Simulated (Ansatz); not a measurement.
**Si2W: the band gap up the ladder of functionals**

The task here is to estimate one member of a computed series from the others.

Code: Ansatz 0.2.0. PAW datasets, plane waves. No spin polarisation and no zero-point or thermal motion.

**The system as given**

The cell was relaxed beforehand with r2SCAN.

The symmetry is P6_222 (No. 180, hexagonal); conventional cell a = 4.579 Å, c = 6.610 Å, 13.34 Å³ an atom. Around Si lie 5 Si at 2.56–2.67 Å and 5 W at 2.58–2.67 Å; around W lie 10 Si at 2.58–2.67 Å.

Coordinates:

```xyz
9
Lattice="4.5794 0.0000 0.0000 -2.2897 3.9659 0.0000 0.0000 0.0000 6.6100" Properties=species:S:1:pos:R:3 pbc="T T T"
Si    2.2897    2.6684    3.3050
Si   -1.1661    3.3172    5.5083
Si    1.1661    3.3172    1.1017
Si    0.0000    1.2975    3.3050
Si    3.4558    0.6487    5.5083
Si    1.1237    0.6487    1.1017
W    -1.1449    1.9830    1.1017
W     1.1449    1.9830    5.5083
W     2.2897    0.0000    3.3050
```

Set-up of the first run:

input.yaml reads:

```yaml
crystal:
  lattice:
    - [4.5794434783, 0.0, 0.0]
    - [-2.2897217391, 3.9659143874, 0.0]
    - [0.0, 0.0, 6.6099580592]
  atoms:
    - { symbol: Si, position: [0.8364194249, 0.6728388498, 0.5] }
    - { symbol: Si, position: [0.1635805751, 0.8364194249, 0.8333333333] }
    - { symbol: Si, position: [0.6728388498, 0.8364194249, 0.1666666667] }
    - { symbol: Si, position: [0.1635805751, 0.3271611502, 0.5] }
    - { symbol: Si, position: [0.8364194249, 0.1635805751, 0.8333333333] }
    - { symbol: Si, position: [0.3271611502, 0.1635805751, 0.1666666667] }
    - { symbol: W, position: [0.0, 0.5, 0.1666666667] }
    - { symbol: W, position: [0.5, 0.5, 0.8333333333] }
    - { symbol: W, position: [0.5, 0.0, 0.5] }
kpoints:
  mp_grid: { grid: [6, 6, 4] }
  band_path:
    path:
      - [[0.0, 0.0, 0.0], [0.5, -4.008922351039e-18, -1.391813241461e-19], [0.3333333333333, 0.3333333333333, -2.783626482921e-19], [0.0, 0.0, 0.0], [-4.914636274882e-52, 8.581885464756e-37, 0.5], [0.5, -4.059076124487e-18, 0.5], [0.3333333333333, 0.3333333333333, 0.5], [-4.914636274882e-52, 8.581885464756e-37, 0.5]]
      - [[0.5, -4.059076124487e-18, 0.5], [0.5, -4.008922351039e-18, -1.391813241461e-19]]
      - [[0.3333333333333, 0.3333333333333, 0.5], [0.3333333333333, 0.3333333333333, -2.783626482921e-19]]
    npoints: 10
hamiltonian:
  xc: pbe
scf:
  occupations: { method: fermi_dirac, width: 0.02 }
  n_extra_bands: 6
output:
  forces: true
  stress: true
  eigenvalues: true
  write_density: true
  write_potential: true
  elf: true
  volumetric_format: npy
```

Run with:

```console
$ ansatz run input.yaml --threads 2 --pin off --max-ram 20275MiB --backend cpu --events-out ev --progress --plain --runs-dir out
```

Steps of the session up to this table: PBE band path; r2SCAN; HSE06; Single point with PBE+SOC; PBE0; LDA.

One table of the session follows, with a row left open; its other results are not shown here.

| level | gap (eV) |
| --- | --- |
| PBE | 0.01 |
| r2SCAN | ? |
| HSE06 | 0.44 |
| PBE+SOC | -0.01 |
| PBE0 | 1.06 |
| LDA | -0.01 |

Estimate the missing values for r2SCAN.

As computed: gap (eV): 0.13. In the column «gap (eV)» it lies between PBE (0.01) and HSE06 (0.44).

Meshes: PBE 6×6×4, r2SCAN 6×6×4, HSE06 6×6×2, PBE+SOC 6×6×4, PBE0 6×6×2, LDA 6×6×4

Caveats from the session: Warnings in the runs' records: stress scf threshold loose, stress exchange threshold loose.
